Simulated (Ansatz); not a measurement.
The system is BaTiO3 (Barioperovskite).

```
Ba Ti O
1.0
     3.98550    0.00000    0.00000
     0.00000    2.83690    2.84515
     0.00000   -2.83690    2.84515
Ba Ti O
1 1 3
Direct
  0.00000 0.00000 0.00000
  0.50000 0.51240 0.51240
  0.50000 0.99184 0.50524
  0.50000 0.50524 0.99184
  0.00000 0.48740 0.48740
```

| Quantity | Value |
| --- | --- |
| Program | Ansatz 0.2.0 |
| Task | relaxation of cell and atoms |
| Functional | r2SCAN |
| Potentials or basis | Ansatz PAW |
| Cutoff | 500 eV (not typed: the program's choice for these potentials) |
| k mesh | 7 × 7 × 7 |
| Occupations | fermi-dirac, width 0.05 eV |
| Spin | no spin polarisation |

At the start: volume 12.87 Å³/atom.

How do energy, volume and symmetry change on relaxing?

It ends after 10 steps and the volume is 13.02 Å³/atom (+1.2 %); space group Amm2 (No. 38, to 0.05 Å).

Step by step:
| step | energy change (eV) | largest force (eV/Å) | volume (Å³) |
| --- | --- | --- | --- |
| 1 | 0.0000 | 0.3136 | 64.34 |
| 2 | -0.0002 | 0.5706 | 64.13 |
| 3 | -0.0176 | 0.2823 | 64.05 |
| 4 | -0.0218 | 0.2612 | 64.13 |
| 5 | -0.0291 | 0.1831 | 64.42 |
| 6 | -0.0380 | 0.0835 | 64.70 |
| 7 | -0.0389 | 0.0157 | 65.20 |
| 8 | -0.0392 | 0.0163 | 65.18 |
| 9 | -0.0394 | 0.0028 | 65.11 |
| 10 | -0.0397 | 0.0033 | 65.11 |

Final structure:
```cif
data_structure
_symmetry_space_group_name_H-M 'P 1'
_symmetry_Int_Tables_number 1
_cell_length_a 3.9633
_cell_length_b 4.0532
_cell_length_c 4.0532
_cell_angle_alpha 89.669
_cell_angle_beta 90.000
_cell_angle_gamma 90.000
_cell_volume 65.11
loop_
_atom_site_label
_atom_site_type_symbol
_atom_site_fract_x
_atom_site_fract_y
_atom_site_fract_z
_atom_site_occupancy
Ba1 Ba 0.00000 0.00843 0.00843 1
Ti1 Ti 0.50000 0.52392 0.52392 1
O1 O 0.50000 0.98012 0.49404 1
O2 O 0.50000 0.49404 0.98012 1
O3 O 0.00000 0.49038 0.49038 1
```

Caveat: the plane-wave basis is chosen anew once the cell has moved, so the energies of steps on either side of that aren't comparable; the PAW data sets come from PBE, with cores solved anew for the run's functional, which leaves a small shift of forces and pressure.
